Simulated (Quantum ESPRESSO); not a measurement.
Crystal: GaN.

```
Ga N
1.0
     0.00000    2.25350    2.25350
     2.25350    0.00000    2.25350
     2.25350    2.25350    0.00000
Ga N
1 1
Cartesian
  0.0000 0.0000 0.0000
  1.1268 1.1268 1.1268
```

The cell is a database's computed one.

Base run:

* Program: Quantum ESPRESSO 7.5
* Functional: AM05
* Potentials or basis: GBRV 1.5 PBE
* Cutoff: 762 eV
* Density cutoff: 6095 eV
* k mesh: 8 × 8 × 8, shifted
* Occupations: fermi-dirac, width 0.05 eV
* Spin: no spin polarisation

Its results: pressure -0.3 GPa; electronic dielectric tensor (diagonal) 6.01.

**Question.** The run is repeated on the same cell with these changes: functional from AM05 to PBE. What comes out?

**Answer.** Pressure 5.3 GPa; electronic dielectric tensor (diagonal) 5.90.

PBE binds less tightly than AM05, so the same cell stands under more pressure.

Caveats: the potentials were made for another functional, which shifts forces and pressure (some runs); the cell is more than 3 GPa from zero pressure, which shifts response properties (some runs).

Not every run made on this cell is shown here.
